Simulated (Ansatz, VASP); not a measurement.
## HCl in VASP and in Ansatz

```
CELL_PARAMETERS angstrom
-2.53312 2.69427 0.00000
2.53312 0.00000 2.87557
2.53312 2.69427 0.00000
ATOMIC_POSITIONS crystal
H 0.00000 0.00000 0.00000
Cl 0.50000 0.00000 0.50000
```

Alike in both runs: task single point; functional r2SCAN; k mesh 9 × 9 × 9; no spin polarisation.

```csv
,VASP,Ansatz
version,VASP 6.6.1,Ansatz 0.2.0
potentials or method,"VASP PAW PBE potentials, release 64 (H, Cl)",PAW plane waves
plane-wave cutoff (eV),520,500
occupations,"methfessel-paxton of order 1, width 0.0809 eV","cold, width 0.0809 eV"
valence electrons in the cell,8,8
```

Ansatz gave:

| Property | Result |
| --- | --- |
| pressure (GPa) | -10.3 |
| largest component of the traceless stress (GPa) | 5.75 |

**Question.** Which values does VASP return?

**Answer.** Pressure (GPa): -10.4; largest component of the traceless stress (GPa): 5.74.

Ansatz warned: «rising_crossing_taken».

Caveats: the PAW data sets were made with another functional, which shifts forces and pressure a little (VASP).
